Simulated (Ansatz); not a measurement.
# CaSe: the cost of one run

Computed with Ansatz 0.2.0 (DFT PBEsol, all-electron LAPW, scalar-relativistic unless said, unless a step's input says otherwise).

The COD entry's cell or inner coordinates are ideal or old and differ from later refinements, so a difference from it is no clean test against experiment.

## Step 1: The structure to begin with

Symmetry: Fm-3m, No. 225, cubic system. The conventional cell has a = 5.869 Å, b = 5.869 Å, c = 5.869 Å, α = 90.00°, β = 90.00°, γ = 90.00°. Ca (site symmetry m-3m) has 6 Se at 2.93 Å as nearest neighbours. Around Se (site symmetry m-3m) lie 6 Ca at 2.93 Å.

Coordinates:

```
Ca Se
1.0
     2.93445    2.93445    0.00000
    -2.93445    2.93445    0.00000
     0.00000    2.93445    2.93445
Ca Se
1 1
Cartesian
  0.0000 0.0000 0.0000
  0.0000 2.9345 0.0000
```

Cartesian axes are those of the input's lattice vectors. The structure goes back to a database entry.

## Step 2: Reference run, fine mesh, LAPW

The input, input.yaml:

```yaml
crystal:
  lattice:
    - [2.93445058339, 2.93445058339, 0.0]
    - [-2.93445058339, 2.93445058339, 0.0]
    - [0.0, 2.93445058339, 2.93445058339]
  atoms:
    - { symbol: Ca, position: [0.0, 0.0, 0.0] }
    - { symbol: Se, position: [0.5, 0.5, 0.0] }
kpoints:
  mp_grid: { grid: [8, 8, 8] }
scf:
  occupations: { method: fixed }
hamiltonian:
  xc: pbesol
  pseudopotentials: { kind: all_electron, lapw: { basis_error: 0.001 } }
magnetization:
  noncollinear: true
  spin_orbit: true
output:
  forces: true
  stress: true
  eigenvalues: true
  eigenstates:
    nscf_kmesh: { grid: [12, 12, 12] }
    de_dk: true
    e_range: [-9, 11.88018967811]
checkpoint:
  write: ck
  write_wavefunctions: false
```

Started as:

```
> ansatz run input.yaml --threads 1 --pin off --max-ram 3072MiB --backend cpu --events-out ev --progress --plain --runs-dir out
```

**Question.** How long does this run take on 1 thread of Arm Neoverse V1, shared host, and how much memory does it need?

About 80 s, with a peak of 0.39 GiB.
